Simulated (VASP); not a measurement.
A run of VASP 6.6.1 is set up as follows.

The input INCAR:

```
SYSTEM = Pb
PREC = Accurate
ENCUT = 600
EDIFF = 1E-7
ISMEAR = -1
SIGMA = 0.1
LREAL = .FALSE.
LASPH = .TRUE.
NELM = 100
ALGO = Fast
ISIF = 3
LWAVE = .FALSE.
LCHARG = .FALSE.
GGA = RP
IBRION = 2
NSW = 80
EDIFFG = -0.01
```

Contents of KPOINTS:

```
Automatic mesh
0
G
  10 10 3
  0 0 0
```

POSCAR

```
Pb
1.0
    3.5005272341      0.0000000000      0.0000000000
   -1.7502636171      3.0315455114      0.0000000000
    0.0000000000      0.0000000000     11.4327219467
Pb
4
Direct
    0.0000000000      0.0000000000      0.0000000000
    0.0000000000      0.0000000000      0.5000000000
    0.3333333333      0.6666666667      0.2500000000
    0.6666666667      0.3333333333      0.7500000000
```

Potentials or basis: VASP PAW PBE potentials, release 64 (Pb_d).

Run with:

```sh
$ cat potpaw_PBE.64/Pb_d/POTCAR > POTCAR
$ mpirun -np 1 vasp_std > vasp.out
```

**Question.** Predict the band gap on the k mesh.

**Answer.** None (metal or under the smearing width).

**Question.** Predict the relaxed cell.

**Answer.** a = 3.624 Å, b = 3.624 Å, c = 11.689 Å, α = 90.00°, β = 90.00°, γ = 120.00°.

**Question.** Predict the space group after relaxing (to 0.05 Å).

**Answer.** P6_3/mmc (No. 194).

**Question.** Estimate the relaxed volume.

**Answer.** 33.24 Å³/atom.

Final structure:
```
Pb
1.0
     3.62428    0.00000    0.00000
    -1.81214    3.13872    0.00000
     0.00000    0.00000   11.68924
Pb
4
Cartesian
  0.0000 0.0000 11.6892
  0.0000 0.0000 5.8446
  0.0000 2.0925 2.9223
  1.8121 1.0462 8.7669
```

Caveat: the PAW data sets were made with another functional, which shifts forces and pressure a little. Spin-orbit coupling is left out, which matters for the levels of Pb.
